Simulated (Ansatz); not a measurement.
# Cr: single point with PBE

Cr:

```
Cr
1.0
     1.14705   -2.46703    0.00000
     1.14705    2.46703    0.00000
     0.00000    0.00000    4.06431
Cr
2
Direct
  0.87053 0.12947 0.75000
  0.12947 0.87053 0.25000
```

This isn't the form of Cr at room conditions, which is bcc.

```json
{
 "Program": "Ansatz 0.2.0",
 "Task": "single point",
 "Functional": "PBE",
 "Potentials or basis": "Ansatz PAW",
 "Cutoff": "420 eV (not typed: the program's choice for these potentials)",
 "k mesh": "10 × 10 × 5",
 "Occupations": "fermi-dirac, width 0.05 eV",
 "Spin": "collinear spin, ferromagnetic start",
 "Starting moments": "[3.0, 3.0] μB"
}
```

```json
{
  "Pressure": "7.4 GPa",
  "Largest force": "0.186 eV/Å",
  "Band gap on the k mesh": "none (metal or under the smearing width)",
  "Net moment": "0.00 μB per cell",
  "Absolute moment": "0.00 μB per cell"
}
```

Forces in eV/Å, atoms in the order of the input:
```
Cr   0.000  0.186  0.000
Cr   0.000 -0.186  0.000
```

Stress tensor (GPa, compression positive):
```
 6.67  0.00  0.00
 0.00  4.98  0.00
 0.00  0.00 10.57
```

Levels at points of the mesh, in eV from the Fermi level:
Spin up:
```csv
k point,band 12,band 13,band 14,band 15,band 16,band 17
"(0.00, 0.00, 0.00)",-1.96,-0.87,0.18,0.97,1.02,1.06
"(0.00, -0.50, 0.00)",-1.35,-0.31,0.04,0.26,1.87,2.06
"(-0.50, -0.50, 0.00)",-2.45,-1.97,-1.43,0.55,2.09,2.59
```
Spin down:
```csv
k point,band 12,band 13,band 14,band 15,band 16,band 17
"(0.00, 0.00, 0.00)",-1.96,-0.87,0.18,0.97,1.02,1.06
"(0.00, -0.50, 0.00)",-1.35,-0.31,0.04,0.26,1.87,2.06
"(-0.50, -0.50, 0.00)",-2.45,-1.97,-1.43,0.55,2.09,2.59
```

Wall time 4.5 s on 2 threads of Arm Neoverse V2, with other jobs on the host, peak memory 0.37 GiB.

Caveat: the starting moments collapsed, and a magnetic state may lie lower; the starting moments weren't kept.
